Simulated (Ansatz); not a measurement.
## A trial form of Ge

Level of theory: DFT PBE, scalar-relativistic, plane waves, PAW in Ansatz 0.2.0. Cutoff 420 eV, Gaussian smearing, Γ-centred meshes. Cell and atoms relax first on a coarse mesh and then on a finer one. In between, the cell is made exact in the group found at 0.06 Å. In metals the finer mesh still leaves noise of several meV/atom or more. The steps can't lower the symmetry of their start. No spin polarisation.

A trial structure of Ge was built thus: random cell by space group and Wyckoff sites (Cmmm, No. 65). Its size is a rough estimate.

```
CELL_PARAMETERS angstrom
1.94064 -2.07419 0.00000
1.94064 2.07419 0.00000
0.00000 0.00000 5.99212
ATOMIC_POSITIONS crystal
Ge 0.50000 0.50000 0.81042
Ge 0.50000 0.50000 0.18958
```

Energies count from the standard state of Ge at the same level.

Question: Where does the relaxation end?

Answer: The symmetry goes from Cmmm (No. 65) to Pm-3m (No. 221), and the primitive cell from 2 to 1 atom. The end has the simple cubic type. The volume per atom shrinks by 17.4 %, from 24.1 to 19.9 Å³. The shortest distance goes from 2.27 Å (Ge–Ge) to 2.71 Å (Ge–Ge). The energy falls by about 0.32 eV/atom (the start's value is from the coarse mesh). The end is written in a standard setting, so origin, axes and order of atoms can differ from the start's. Conventional cell: a = 2.711 Å. Around Ge lie 6 Ge at 2.71 Å.

Space group Pm-3m (No. 221). a = 2.711 Å, b = 2.711 Å, c = 2.711 Å, α = 90.00°, β = 90.00°, γ = 90.00°
```json
{"atom": "Ge", "site": "1b", "symmetry": "m-3m", "x": "0.5000", "y": "0.5000", "z": "0.5000"}
```

Question: How does it come out in energy, and is it a metal?

Answer: The energy over the standard state is +0.24 eV/atom and the gap on the 20×20×20 mesh of the 1-atom cell is 0 eV (a metal).

It lies above the standard state, so it could only be metastable.

The last run used Gaussian smearing of 0.10 eV. Symmetry constrained the relaxation, so the result can be a saddle point.
